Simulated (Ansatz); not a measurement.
## PbO

Level of theory: DFT, PBE, scalar-relativistic, no spin polarisation; plane waves to 420 eV with PAW datasets (Ansatz 0.2.0), 8×8×6 k-mesh, Gaussian smearing of 0.05 eV; PAW files: Ansatz's generated set soft_2.

Space group P4/nmm:1 (No. 129). a = 4.057 Å, b = 4.057 Å, c = 5.597 Å, α = 90.00°, β = 90.00°, γ = 90.00°
```tsv
atom	site	symmetry	x	y	z
Pb	2c	4mm	0.5000	0.0000	0.2126
O	2a	-4m2	0.0000	0.0000	0.0000
```

The Crystallography Open Database holds a cell of this formula and space group, from which this one stands far in volume, proportions or bonds. The database's entry of this formula in the relaxed cell's space group, P4/nmm, has axes of 3.967 × 3.967 × 4.992 Å and 19.64 Å³/atom (1985), the relaxed one 4.057 × 4.057 × 5.597 Å and 23.03.

Task: Which orbitals make up the states within about 0.6 eV of each band edge?

Result: Valence edge: O 2p 66 %, Pb 6s 19 %, Pb 6p 14 %. Conduction edge: Pb 6p 73 %, Pb 6s 10 %, O 2p 9 %. Shares are among the projected shells; the gap is 1.80 eV.

Density of states (tetrahedra, averaged over 0.5 eV; states/eV per cell of 4 atoms; energy in eV from the Fermi level; projections on Löwdin-orthogonalised atomic orbitals, summed over sites):

```tsv
E	total	O 2p	Pb 6p	Pb 6s	O 2s	Pb 5d
-6.60	0.43	0.05	0.01	0.32	0.05	0.00
-6.10	0.16	0.01	0.00	0.13	0.02	0.00
-5.60	0.00	0.00	0.00	0.00	0.00	0.00
-5.10	0.94	0.62	0.29	0.01	0.00	0.01
-4.60	3.08	2.15	0.81	0.03	0.02	0.03
-4.10	3.02	2.25	0.68	0.03	0.02	0.02
-3.60	1.88	1.49	0.33	0.01	0.02	0.02
-3.10	3.15	2.44	0.57	0.06	0.03	0.02
-2.60	4.28	3.03	0.79	0.38	0.02	0.03
-2.10	4.58	3.56	0.60	0.35	0.01	0.03
-1.60	2.28	1.55	0.40	0.30	0.00	0.01
-1.10	0.78	0.51	0.08	0.16	0.00	0.00
-0.60	0.00	0.00	0.00	0.00	0.00	0.00
-0.10	0.00	0.00	0.00	0.00	0.00	0.00
0.40	0.00	0.00	0.00	0.00	0.00	0.00
0.90	0.12	0.01	0.09	0.01	0.01	0.00
1.40	0.75	0.07	0.52	0.07	0.06	0.00
1.90	3.27	0.52	2.12	0.22	0.22	0.01
2.40	3.06	0.64	1.86	0.26	0.12	0.01
2.90	0.65	0.09	0.46	0.02	0.03	0.00
3.40	1.23	0.16	0.90	0.02	0.04	0.00
3.90	1.85	0.22	1.38	0.02	0.06	0.00
```

The valence edge mixes anion p with metal states, so the bond is partly covalent and the gap isn't a plain transfer from O to Pb.

Semilocal functionals underestimate band gaps, commonly by a third or more. Spin–orbit coupling, which matters for such heavy elements, is left out. The structure is layered, and this functional has no dispersion term, so the layers' spacing is poorly fixed, often too long, and so is what hangs on it.
